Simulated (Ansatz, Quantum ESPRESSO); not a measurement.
# 1T-GeCl2, 1 layer: response to a perpendicular field, part 3 of 6

How does 1T-GeCl2, 1 layer respond to a gate-like field without added charge?

Quantum ESPRESSO 7.5; plane-wave DFT, PBE, GBRV ultrasoft pseudopotentials; geometry and cross-check by Ansatz 0.2.0 with PAW datasets.

So far. Step 3 (Ground state: no field): The run needed 11 iterations to bring the estimated error under 1e-09 Ry. Step 4 (Electrostatic potential): The vacuum is flat to 0.1 meV/Å, so its level is well defined. Inside the slab the curve depends on the local part of the pseudopotentials; only the vacuum level has a meaning of its own.

### Step 5. Bands along a path: no field

The density is frozen and the levels are solved along a path.

Input file f0.bands.in:

```
&control
  prefix = 'f0.bands'
  outdir = './out'
  pseudo_dir = './pseudo'
  calculation = 'bands'
  tefield = .true.
  dipfield = .true.
/
&system
  ibrav = 0
  nat = 3
  ntyp = 2
  ecutwfc = 40
  ecutrho = 200
  occupations = 'smearing'
  smearing = 'fd'
  degauss = 0.004
  edir = 3
  emaxpos = 0.97
  eopreg = 0.04
  eamp = 0.0
  nbnd = 20
/
&electrons
  conv_thr = 1e-07
  mixing_beta = 0.4
  electron_maxstep = 120
  mixing_mode = 'local-TF'
/
ATOMIC_SPECIES
  Cl  35.4500  cl_pbe_v1.4.uspp.F.UPF
  Ge  72.6300  ge_pbe_v1.4.uspp.F.UPF
CELL_PARAMETERS angstrom
  3.93856040963331 0.00000000000000 0.00000000000000
  -1.96928020481666 3.41089336908209 -0.00000000000000
  0.00000000000000 -0.00000000000000 19.58830051540000
ATOMIC_POSITIONS crystal
  Cl  0.666666666667 0.333333333333 0.424919235791
  Ge  0.000000000000 0.000000000000 0.500000020751
  Cl  0.333333333333 0.666666666667 0.575080743459
K_POINTS crystal_b
4
  0.0000000000 0.0000000000 0.0000000000 14
  0.5000000000 0.0000000000 0.0000000000 14
  0.3333333333 0.3333333333 0.0000000000 14
  0.0000000000 0.0000000000 0.0000000000 1
```

Started as:

```console
> cp -r out/f0.save out/f0.bands.save
> cp out/f0.xml out/f0.bands.xml
> OMP_NUM_THREADS=1 mpirun -n 4 pw.x -nk 4 -in f0.bands.in > f0.bands.out
```

Log:

```text
[banner, memory and clock lines left out]
Program PWSCF v.7.5 starts

          URL

     Presently no symmetry can be used with electric field

     Atomic positions and unit cell read from directory:
     ./out/f0.bands.save/

     G-vector sticks info

     bravais-lattice index     =            0
     lattice parameter (alat)  =       7.4428  a.u.
     unit-cell volume          =    1775.8203 (a.u.)^3
     number of atoms/cell      =            3
     number of atomic types    =            2
     number of electrons       =        28.00
     number of Kohn-Sham states=           20
     kinetic-energy cutoff     =      40.0000  Ry
     charge density cutoff     =     200.0000  Ry
     Exchange-correlation=  SLA  PW   PBX  PBC
                           (   1   4   3   4   0   0   0)

     celldm(1)=   7.442800  celldm(2)=   0.000000  celldm(3)=   0.000000
     celldm(4)=   0.000000  celldm(5)=   0.000000  celldm(6)=   0.000000

     crystal axes: (cart. coord. in units of alat)
               a(1) = (   1.000000   0.000000   0.000000 )
               a(2) = (  -0.500000   0.866025  -0.000000 )
               a(3) = (   0.000000  -0.000000   4.973467 )

     reciprocal axes: (cart. coord. in units 2 pi/alat)
               b(1) = (  1.000000  0.577350  0.000000 )
               b(2) = ( -0.000000  1.154701  0.000000 )
               b(3) = ( -0.000000  0.000000  0.201067 )

     PseudoPot. # 1 for Cl read from file:
     ./pseudo/cl_pbe_v1.4.uspp.F.UPF
     Pseudo is Ultrasoft + core correction, Zval =  7.0
     Generated by new atomic code, or converted to UPF format
     Using radial grid of  909 points,  6 beta functions with:
                l(1) =   0
                l(2) =   0
                l(3) =   1
                l(4) =   1
                l(5) =   2
                l(6) =   2
     Q(r) pseudized with  8 coefficients,  rinner =    1.300   1.300   1.300
                                                       1.300   1.300

     PseudoPot. # 2 for Ge read from file:
     ./pseudo/ge_pbe_v1.4.uspp.F.UPF
     Pseudo is Ultrasoft + core correction, Zval = 14.0
     Generated by new atomic code, or converted to UPF format
     Using radial grid of  873 points,  6 beta functions with:
                l(1) =   0
                l(2) =   0
                l(3) =   1
                l(4) =   1
                l(5) =   2
                l(6) =   2
     Q(r) pseudized with  8 coefficients,  rinner =    1.400   1.400   1.400
                                                       1.400   1.400

     atomic species   valence    mass     pseudopotential
     Cl                7.00    35.45000     Cl( 1.00)
     Ge               14.00    72.63000     Ge( 1.00)

     No symmetry found

   Cartesian axes

     site n.     atom                  positions (alat units)
         1        Cl     tau(   1) = (   0.5000000   0.2886751   2.1133218  )
         2        Ge     tau(   2) = (   0.0000000   0.0000000   2.4867336  )
         3        Cl     tau(   3) = (  -0.0000000   0.5773503   2.8601451  )

     number of k points=    43  Fermi-Dirac smearing, width (Ry)=  0.0040
                       cart. coord. in units 2pi/alat
        k(    1) = (   0.0000000   0.0000000   0.0000000), wk =   0.0465116
        k(    2) = (   0.0357143   0.0206197   0.0000000), wk =   0.0465116
        k(    3) = (   0.0714286   0.0412393   0.0000000), wk =   0.0465116
        k(    4) = (   0.1071429   0.0618590   0.0000000), wk =   0.0465116
        k(    5) = (   0.1428571   0.0824786   0.0000000), wk =   0.0465116
        k(    6) = (   0.1785714   0.1030983   0.0000000), wk =   0.0465116
        k(    7) = (   0.2142857   0.1237179   0.0000000), wk =   0.0465116
        k(    8) = (   0.2500000   0.1443376   0.0000000), wk =   0.0465116
        k(    9) = (   0.2857143   0.1649572   0.0000000), wk =   0.0465116
        k(   10) = (   0.3214286   0.1855769   0.0000000), wk =   0.0465116
        k(   11) = (   0.3571429   0.2061965   0.0000000), wk =   0.0465116
        k(   12) = (   0.3928571   0.2268162   0.0000000), wk =   0.0465116
        k(   13) = (   0.4285714   0.2474358   0.0000000), wk =   0.0465116
        k(   14) = (   0.4642857   0.2680555   0.0000000), wk =   0.0465116
        k(   15) = (   0.5000000   0.2886751   0.0000000), wk =   0.0465116
        k(   16) = (   0.4880952   0.3092948   0.0000000), wk =   0.0465116
        k(   17) = (   0.4761905   0.3299144   0.0000000), wk =   0.0465116
        k(   18) = (   0.4642857   0.3505341   0.0000000), wk =   0.0465116
        k(   19) = (   0.4523810   0.3711537   0.0000000), wk =   0.0465116
        k(   20) = (   0.4404762   0.3917734   0.0000000), wk =   0.0465116
        k(   21) = (   0.4285714   0.4123930   0.0000000), wk =   0.0465116
        k(   22) = (   0.4166667   0.4330127   0.0000000), wk =   0.0465116
        k(   23) = (   0.4047619   0.4536324   0.0000000), wk =   0.0465116
        k(   24) = (   0.3928571   0.4742520   0.0000000), wk =   0.0465116
        k(   25) = (   0.3809524   0.4948717   0.0000000), wk =   0.0465116
        k(   26) = (   0.3690476   0.5154913   0.0000000), wk =   0.0465116
        k(   27) = (   0.3571429   0.5361110   0.0000000), wk =   0.0465116
        k(   28) = (   0.3452381   0.5567306   0.0000000), wk =   0.0465116
        k(   29) = (   0.3333333   0.5773503   0.0000000), wk =   0.0465116
        k(   30) = (   0.3095238   0.5361110   0.0000000), wk =   0.0465116
        k(   31) = (   0.2857143   0.4948717   0.0000000), wk =   0.0465116
        k(   32) = (   0.2619048   0.4536324   0.0000000), wk =   0.0465116
        k(   33) = (   0.2380952   0.4123930   0.0000000), wk =   0.0465116
        k(   34) = (   0.2142857   0.3711537   0.0000000), wk =   0.0465116
        k(   35) = (   0.1904762   0.3299144   0.0000000), wk =   0.0465116
        k(   36) = (   0.1666667   0.2886751   0.0000000), wk =   0.0465116
        k(   37) = (   0.1428571   0.2474358   0.0000000), wk =   0.0465116
        k(   38) = (   0.1190476   0.2061965   0.0000000), wk =   0.0465116
        k(   39) = (   0.0952381   0.1649572   0.0000000), wk =   0.0465116
        k(   40) = (   0.0714286   0.1237179   0.0000000), wk =   0.0465116
        k(   41) = (   0.0476190   0.0824786   0.0000000), wk =   0.0465116
        k(   42) = (   0.0238095   0.0412393   0.0000000), wk =   0.0465116
        k(   43) = (   0.0000000   0.0000000   0.0000000), wk =   0.0465116

     Dense  grid:    84743 G-vectors     FFT dimensions: (  36,  36, 180)

     Smooth grid:    60479 G-vectors     FFT dimensions: (  30,  30, 150)

     The potential is recalculated from file :
     ./out/f0.bands.save/charge-density

[...]
-27.9542 -27.9491 -27.9483 -27.9447 -27.9403 -18.0977 -17.8367 -11.0469
    -7.8317  -6.7665  -6.5603  -5.7220  -5.7142  -4.5035  -0.4732   0.6923
     0.9507   3.2384   4.1301   4.4122

          k = 0.4286 0.2474 0.0000 (  7587 PWs)   bands (ev):

   -27.9546 -27.9491 -27.9484 -27.9446 -27.9399 -18.0484 -17.8390 -11.1063
    -7.9109  -6.8066  -6.5633  -5.7333  -5.7213  -4.5595  -0.4501   0.7238
     1.0131   3.1726   4.4543   4.6862

          k = 0.4643 0.2681 0.0000 (  7573 PWs)   bands (ev):

   -27.9548 -27.9491 -27.9484 -27.9445 -27.9397 -18.0136 -17.8443 -11.1440
    -7.9589  -6.8310  -6.5619  -5.7405  -5.7269  -4.5960  -0.4367   0.7423
     1.0481   3.1314   4.7823   4.9214

          k = 0.5000 0.2887 0.0000 (  7552 PWs)   bands (ev):

   -27.9549 -27.9491 -27.9484 -27.9445 -27.9396 -18.0005 -17.8473 -11.1570
    -7.9749  -6.8392  -6.5609  -5.7430  -5.7290  -4.6086  -0.4324   0.7484
     1.0594   3.1174   4.9930   5.0176

          k = 0.4881 0.3093 0.0000 (  7546 PWs)   bands (ev):

   -27.9549 -27.9490 -27.9484 -27.9445 -27.9397 -17.9996 -17.8471 -11.1571
    -7.9720  -6.8522  -6.5643  -5.7476  -5.7273  -4.5984  -0.4197   0.7445
     1.0584   3.1281   4.9954   5.0185

          k = 0.4762 0.3299 0.0000 (  7548 PWs)   bands (ev):

   -27.9548 -27.9490 -27.9485 -27.9444 -27.9397 -17.9969 -17.8466 -11.1575
    -7.9634  -6.8894  -6.5748  -5.7608  -5.7227  -4.5691  -0.3822   0.7335
     1.0554   3.1601   5.0027   5.0207

          k = 0.4643 0.3505 0.0000 (  7542 PWs)   bands (ev):

   -27.9547 -27.9489 -27.9486 -27.9444 -27.9398 -17.9925 -17.8457 -11.1583
    -7.9491  -6.9466  -6.5933  -5.7803  -5.7166  -4.5238  -0.3219   0.7163
     1.0504   3.2136   5.0145   5.0233

          k = 0.4524 0.3712 0.0000 (  7536 PWs)   bands (ev):

   -27.9545 -27.9488 -27.9488 -27.9444 -27.9400 -17.9864 -17.8447 -11.1596
    -7.9293  -7.0180  -6.6206  -5.8030  -5.7106  -4.4672  -0.2421   0.6948
     1.0433   3.2884   5.0250   5.0307

          k = 0.4405 0.3918 0.0000 (  7538 PWs)   bands (ev):

   -27.9543 -27.9489 -27.9487 -27.9444 -27.9402 -17.9788 -17.8436 -11.1614
    -7.9042  -7.0978  -6.6578  -5.8253  -5.7059  -4.4044  -0.1466   0.6710
     1.0340   3.3843   5.0241   5.0505

          k = 0.4286 0.4124 0.0000 (  7522 PWs)   bands (ev):

   -27.9540 -27.9492 -27.9485 -27.9443 -27.9404 -17.9698 -17.8427 -11.1637
    -7.8741  -7.1807  -6.7051  -5.8441  -5.7032  -4.3403  -0.0404   0.6470
     1.0226   3.5010   5.0194   5.0730

          k = 0.4167 0.4330 0.0000 (  7544 PWs)   bands (ev):

   -27.9538 -27.9494 -27.9483 -27.9442 -27.9407 -17.9595 -17.8422 -11.1668
    -7.8395  -7.2624  -6.7617  -5.8571  -5.7029  -4.2791   0.0716   0.6248
     1.0091   3.6375   5.0094   5.0962

          k = 0.4048 0.4536 0.0000 (  7540 PWs)   bands (ev):

   -27.9535 -27.9497 -27.9481 -27.9441 -27.9409 -17.9483 -17.8423 -11.1704
    -7.8010  -7.3393  -6.8256  -5.8632  -5.7054  -4.2240   0.1838   0.6058
     0.9938   3.7922   4.9935   5.1172

          k = 0.3929 0.4743 0.0000 (  7556 PWs)   bands (ev):

   -27.9532 -27.9500 -27.9480 -27.9440 -27.9412 -17.9363 -17.8434 -11.1746
    -7.7595  -7.4087  -6.8938  -5.8625  -5.7109  -4.1773   0.2909   0.5910
     0.9773   3.9621   4.9717   5.1313

          k = 0.3810 0.4949 0.0000 (  7566 PWs)   bands (ev):

   -27.9529 -27.9503 -27.9478 -27.9438 -27.9415 -17.9238 -17.8458 -11.1791
    -7.7165  -7.4685  -6.9624  -5.8554  -5.7195  -4.1400   0.3873   0.5808
     0.9606   4.1424   4.9454   5.1327

          k = 0.3690 0.5155 0.0000 (  7570 PWs)   bands (ev):

   -27.9525 -27.9507 -27.9477 -27.9436 -27.9418 -17.9110 -17.8497 -11.1836
    -7.6742  -7.5174  -7.0267  -5.8431  -5.7312  -4.1126   0.4676   0.5749
     0.9451   4.3240   4.9185   5.1173

          k = 0.3571 0.5361 0.0000 (  7568 PWs)   bands (ev):

   -27.9522 -27.9510 -27.9476 -27.9434 -27.9422 -17.8982 -17.8555 -11.1875
    -7.6359  -7.5544  -7.0809  -5.8266  -5.7462  -4.0945   0.5271   0.5725
     0.9332   4.4891   4.9005   5.0846

          k = 0.3452 0.5567 0.0000 (  7556 PWs)   bands (ev):

   -27.9519 -27.9513 -27.9476 -27.9431 -27.9425 -17.8857 -17.8634 -11.1904
    -7.6068  -7.5793  -7.1181  -5.8070  -5.7643  -4.0847   0.5623   0.5723
     0.9264   4.6029   4.9143   5.0361

          k = 0.3333 0.5774 0.0000 (  7542 PWs)   bands (ev):

   -27.9516 -27.9516 -27.9475 -27.9428 -27.9428 -17.8737 -17.8737 -11.1915
    -7.5919  -7.5919  -7.1315  -5.7853  -5.7853  -4.0817   0.5730   0.5730
     0.9247   4.6361   4.9735   4.9735

          k = 0.3095 0.5361 0.0000 (  7570 PWs)   bands (ev):

   -27.9522 -27.9510 -27.9476 -27.9434 -27.9422 -17.9024 -17.8525 -11.1856
    -7.6055  -7.5828  -7.0816  -5.8344  -5.7394  -4.0904   0.5371   0.5703
     0.9241   4.5808   4.8082   5.0622

          k = 0.2857 0.4949 0.0000 (  7552 PWs)   bands (ev):

   -27.9526 -27.9505 -27.9478 -27.9439 -27.9417 -17.9424 -17.8364 -11.1645
    -7.6378  -7.5337  -6.9632  -5.8879  -5.6952  -4.1093   0.4557   0.5517
     0.9095   4.4857   4.6028   5.0142

          k = 0.2619 0.4536 0.0000 (  7572 PWs)   bands (ev):

   -27.9528 -27.9500 -27.9480 -27.9444 -27.9413 -17.9940 -17.8269 -11.1243
    -7.6477  -7.4546  -6.8148  -5.9373  -5.6578  -4.1295   0.3504   0.5076
     0.8777   4.3659   4.3861   4.8812

          k = 0.2381 0.4124 0.0000 (  7561 PWs)   bands (ev):

   -27.9528 -27.9497 -27.9482 -27.9447 -27.9412 -18.0559 -17.8247 -11.0636
    -7.6173  -7.3566  -6.6552  -5.9723  -5.6308  -4.1462   0.2298   0.4334
     0.8344   4.1833   4.2020   4.5221

          k = 0.2143 0.3712 0.0000 (  7565 PWs)   bands (ev):

   -27.9526 -27.9494 -27.9484 -27.9450 -27.9413 -18.1260 -17.8299 -10.9842
    -7.5401  -7.2494  -6.4943  -5.9844  -5.6163  -4.1573   0.0966   0.3310
     0.7822   3.9833   3.9866   4.2242

          k = 0.1905 0.3299 0.0000 (  7579 PWs)   bands (ev):

   -27.9522 -27.9494 -27.9484 -27.9452 -27.9416 -18.2013 -17.8418 -10.8907
    -7.4155  -7.1379  -6.3390  -5.9699  -5.6142  -4.1638  -0.0490   0.2089
     0.7169   3.7244   3.7385   4.0782

          k = 0.1667 0.2887 0.0000 (  7607 PWs)   bands (ev):

   -27.9517 -27.9496 -27.9483 -27.9453 -27.9421 -18.2782 -17.8590 -10.7900
    -7.2465  -7.0204  -6.1948  -5.9327  -5.6234  -4.1701  -0.2090   0.0812
     0.6303   3.4486   3.4830   4.0628

          k = 0.1429 0.2474 0.0000 (  7639 PWs)   bands (ev):

   -27.9510 -27.9499 -27.9482 -27.9454 -27.9427 -18.3534 -17.8799 -10.6899
    -7.0392  -6.8890  -6.0660  -5.8827  -5.6410  -4.1851  -0.3872  -0.0341
     0.5170   3.2052   3.2381   3.9806

          k = 0.1190 0.2062 0.0000 (  7637 PWs)   bands (ev):

   -27.9503 -27.9502 -27.9481 -27.9454 -27.9434 -18.4233 -17.9024 -10.5978
    -6.8033  -6.7353  -5.9559  -5.8313  -5.6638  -4.2216  -0.5880  -0.1183
     0.3823   3.0072   3.0141   3.7624

          k = 0.0952 0.1650 0.0000 (  7629 PWs)   bands (ev):

   -27.9505 -27.9496 -27.9480 -27.9454 -27.9440 -18.4848 -17.9242 -10.5196
    -6.5550  -6.5527  -5.8674  -5.7874  -5.6876  -4.2923  -0.8110  -0.1575
     0.2437   2.8169   2.8542   3.5688

          k = 0.0714 0.1237 0.0000 (  7615 PWs)   bands (ev):

   -27.9508 -27.9490 -27.9480 -27.9453 -27.9446 -18.5354 -17.9436 -10.4585
    -6.3520  -6.3064  -5.8037  -5.7559  -5.7079  -4.4024  -1.0432  -0.1496
     0.1216   2.6502   2.7409   3.4052

          k = 0.0476 0.0825 0.0000 (  7607 PWs)   bands (ev):

   -27.9511 -27.9485 -27.9480 -27.9453 -27.9449 -18.5730 -17.9587 -10.4155
    -6.1418  -6.0884  -5.7705  -5.7404  -5.7186  -4.5402  -1.2552  -0.1089
     0.0299   2.5191   2.6623   3.2788

          k = 0.0238 0.0412 0.0000 (  7599 PWs)   bands (ev):

   -27.9512 -27.9482 -27.9481 -27.9452 -27.9452 -18.5961 -17.9683 -10.3902
    -5.9556  -5.9266  -5.7668  -5.7470  -5.7219  -4.6686  -1.4068  -0.0639
    -0.0259   2.4324   2.6157   3.1978

          k = 0.0000 0.0000 0.0000 (  7617 PWs)   bands (ev):

   -27.9513 -27.9481 -27.9481 -27.9452 -27.9452 -18.6040 -17.9716 -10.3819
    -5.8580  -5.8580  -5.7719  -5.7719  -5.7275  -4.7246  -1.4622  -0.0446
    -0.0446   2.4017   2.6002   3.1699

     XML data file, pseudopotentials, collected wavefunctions

                                        0.00s GPU  (     504 calls)
[key lines of the parts left out:]
Dipole field         -0.0000 Ry au,
```

The job ended after 23 s (4 MPI ranks of Arm Neoverse V1, shared host; peak memory 0.34 GiB).

Read from the output:

| Property | Result |
| --- | --- |
| gap by band count | 2.619 eV |

Band numbers count within the set of bands kept for display. The electronic bands at the labelled points (eV, zero at the highest filled level of the SCF mesh; v1 is the highest filled band, c1 the lowest empty one):

```
  point     v4     v3     v2     v1    c1    c2    c3    c4
      Γ  -1.69  -1.69  -1.65  -0.64  2.62  4.04  4.04  6.48
halfway  -2.31  -1.62  -1.58  -0.18  3.43  4.43  4.51  7.22
      M  -2.48  -1.66  -1.65  -0.53  3.65  4.83  5.14  7.20
halfway  -2.68  -1.78  -1.62  -0.20  4.15  4.71  5.09  7.72
      K  -3.05  -1.70  -1.70   0.00  4.65  4.65  5.01  8.72
halfway  -2.11  -1.85  -1.54  -0.09  3.87  4.16  4.71  7.53
      Γ  -1.69  -1.69  -1.65  -0.64  2.62  4.04  4.04  6.48
```

Along this path the valence top lies at K and the conduction bottom at Γ.

### Step 6. Self-consistent run: field 0.1 V/Å

eamp is the field in Hartree atomic units (1 a.u. = 51.42 V/Å). With dipfield on, it is the field in the vacuum beside an isolated sheet. The run starts from the density of the one before.

Input file f1.in:

```
&control
  prefix = 'f1'
  outdir = './out'
  pseudo_dir = './pseudo'
  calculation = 'scf'
  tprnfor = .true.
  tefield = .true.
  dipfield = .true.
/
&system
  ibrav = 0
  nat = 3
  ntyp = 2
  ecutwfc = 40
  ecutrho = 200
  occupations = 'smearing'
  smearing = 'fd'
  degauss = 0.004
  edir = 3
  emaxpos = 0.97
  eopreg = 0.04
  eamp = 0.00194469
/
&electrons
  conv_thr = 1e-09
  mixing_beta = 0.4
  electron_maxstep = 120
  mixing_mode = 'plain'
  startingpot = 'file'
/
ATOMIC_SPECIES
  Cl  35.4500  cl_pbe_v1.4.uspp.F.UPF
  Ge  72.6300  ge_pbe_v1.4.uspp.F.UPF
CELL_PARAMETERS angstrom
  3.93856040963331 0.00000000000000 0.00000000000000
  -1.96928020481666 3.41089336908209 -0.00000000000000
  0.00000000000000 -0.00000000000000 19.58830051540000
ATOMIC_POSITIONS crystal
  Cl  0.666666666667 0.333333333333 0.424919235791
  Ge  0.000000000000 0.000000000000 0.500000020751
  Cl  0.333333333333 0.666666666667 0.575080743459
K_POINTS automatic
  12 12 1 0 0 0
```

Started as:

```console
> cp -r out/f0.save out/f1.save
> OMP_NUM_THREADS=1 mpirun -n 4 pw.x -nk 4 -in f1.in > f1.out
```

Log:

```text
[banner, memory and clock lines left out]
Program PWSCF v.7.5 starts
[...]
number of electrons       =        28.00
     number of Kohn-Sham states=           18
     kinetic-energy cutoff     =      40.0000  Ry
     charge density cutoff     =     200.0000  Ry
[...]
number of k points=    74  Fermi-Dirac smearing, width (Ry)=  0.0040
[...]
Dense  grid:    84743 G-vectors     FFT dimensions: (  36,  36, 180)
[...]
The initial density is read from file :
[...]
negative rho (up, down):  2.736E-02 0.000E+00
[...]
Starting wfcs are   17 randomized atomic wfcs +    1 random wfcs
[...]
negative rho (up, down):  2.741E-02 0.000E+00
[...]
estimated scf accuracy    <       0.00349498 Ry
[...]
negative rho (up, down):  2.741E-02 0.000E+00
[...]
estimated scf accuracy    <       0.00958841 Ry
[...]
negative rho (up, down):  2.741E-02 0.000E+00
[...]
estimated scf accuracy    <       0.00000689 Ry
[...]
negative rho (up, down):  2.739E-02 0.000E+00
[...]
estimated scf accuracy    <       0.00000122 Ry
[...]
negative rho (up, down):  2.737E-02 0.000E+00
[...]
estimated scf accuracy    <       0.00000007 Ry
[...]
negative rho (up, down):  2.736E-02 0.000E+00
[...]
estimated scf accuracy    <          8.2E-09 Ry
[...]
negative rho (up, down):  2.736E-02 0.000E+00
[...]
estimated scf accuracy    <          1.0E-09 Ry
[...]
negative rho (up, down):  2.736E-02 0.000E+00
[...]
Computed dipole along edir(3) :
        Dipole                0.0587 Ry au,          0.1493 Debye
        Dipole field          0.0004 Ry au,
        E field amplitude [Ha a.u.]:  1.9447E-03
        Potential amp.        0.1087 Ry
        Total length         35.5359 bohr
[...]
the Fermi energy is    -2.7031 ev
!    total energy              =    -280.40263033 Ry
     estimated scf accuracy    <          2.8E-10 Ry
     smearing contrib. (-TS)   =      -0.00000000 Ry
     internal energy E=F+TS    =    -280.40263033 Ry
[...]
one-electron contribution =    -956.50506531 Ry
     hartree contribution      =     488.07819108 Ry
     xc contribution           =     -76.98942622 Ry
     ewald contribution        =     265.01387411 Ry
     electric field correction =      -0.00020399 Ry
     convergence has been achieved in   8 iterations
     negative rho (up, down):  2.736E-02 0.000E+00
[...]
Total force =     0.002222     Total SCF correction =     0.000056
[...]
```

Wall time 47 s (4 MPI ranks); peak memory 0.71 GiB; 3.1 min of CPU time.

This step gave:

| Item | Value |
| --- | --- |
| free energy | -3815.0721 eV |
| Fermi energy | -2.703 eV |
| dipole along the normal | 0.03108 e·Å |
| valence top, on the run's zero | -4.066 eV |
| conduction bottom, on the run's zero | -1.447 eV |

The dipole goes from -0.0000 to 0.0311 e Å, 0.3108 e Å per V/Å.

### Step 7. Potential by pp.x

Input file f1.pot.in:

```
&inputpp
  prefix = 'f1'
  outdir = './out'
  filplot = 'f1.pot.dat'
  plot_num = 11
/
```

Started as:

```console
> OMP_NUM_THREADS=1 mpirun -n 4 pp.x -in f1.pot.in > f1.pot.out
```

Run time: 1.1 s. Hardware: 4 MPI ranks; peak memory 0.11 GiB.

Numbers from this step:

```
slope of the potential above                                          : 0.1000 eV/Å
upper vacuum line continued to the top atoms, over the valence top    : 6.974 eV
slope of the potential below                                          : 0.09999 eV/Å
lower vacuum line continued to the bottom atoms, over the valence top : 7.098 eV
```

The slope in the vacuum is 0.100 eV/Å for an applied 0.10 V/Å, as it should be.

[end of part 3 of 6]

[Logs are printed without paths, hosts, clocks, repeated set-up lines and the standing remarks that a program may print on its own settings, such as how far it seeks lower states.]

[Hosts, paths, dates, database ids (printed as entryN), source tags and the programs' standing remarks are cut or masked in the printed files.]

[Maps of the electrostatic potential energy from Ansatz leave out the sawtooth potential of an applied field or a dipole correction, so their vacuum need not be flat; planar profiles and work functions include it.]
